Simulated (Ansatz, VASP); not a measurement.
**Hf: VASP beside Ansatz**

File INCAR:

```
ALGO = Normal ; EDIFF = 1E-8
ENCUT = 520 ; GGA = PS
ISIF = 2 ; ISMEAR = -1
LASPH = T ; LCHARG = F
LEFG = T ; LREAL = F
LWAVE = F ; NBANDS = 11
NELM = 80 ; PREC = Accurate
SIGMA = 0.05
```

File KPOINTS:

```
k-points
0
Gamma
  14 14 14
```

Contents of POSCAR:

```
Hf
1.0
   -1.7928855410      1.7928855410      1.7928855410
    1.7928855410     -1.7928855410      1.7928855410
    1.7928855410      1.7928855410     -1.7928855410
Hf
1
Direct
    0.0000000000      0.0000000000      0.0000000000
```

Input for Ansatz:

```yaml
crystal:
  lattice:
    - [-1.792885541, 1.792885541, 1.792885541]
    - [1.792885541, -1.792885541, 1.792885541]
    - [1.792885541, 1.792885541, -1.792885541]
  atoms:
    - { symbol: Hf, position: [0.0, 0.0, 0.0] }
kpoints:
  mp_grid: { grid: [14, 14, 14] }
scf:
  occupations: { method: fermi_dirac, width: 0.05 }
hamiltonian:
  xc: pbesol
  pseudopotentials: { kind: all_electron, datasets: crystal }
output:
  forces: true
  stress: true
  eigenvalues: true
  efg: { contact_densities: true }
```

Change from the starting cell: volume scaled by 0.98, crystal datasets.

Alike in both runs: task electric field gradients; functional PBEsol; k mesh 14 × 14 × 14; occupations fermi-dirac, width 0.05 eV; no spin polarisation.

|  | VASP | Ansatz |
| --- | --- | --- |
| version | VASP 6.6.1 | Ansatz 0.2.0 |
| potentials or method | VASP PAW PBE potentials, release 64 (Hf_pv) | all-electron PAW with datasets made for the crystal, scalar-relativistic |
| plane-wave cutoff (eV) | 520 | see its input |

```csv
,VASP,Ansatz,Ansatz less VASP
pressure (GPa),-7.8,-7.5,+0.33
Vzz of the field gradient on the site that differs most (V/Å²),0.0,0.0,0.00
```

Ansatz ran all-electron here, so the differences hold the error of VASP's frozen core and of both bases. Ansatz warned: «gradients_without_spin_orbit».

Caveats: the PAW data sets were made with another functional, which shifts forces and pressure a little (VASP). The runs have no spin-orbit coupling, so splittings on Hf are missing.
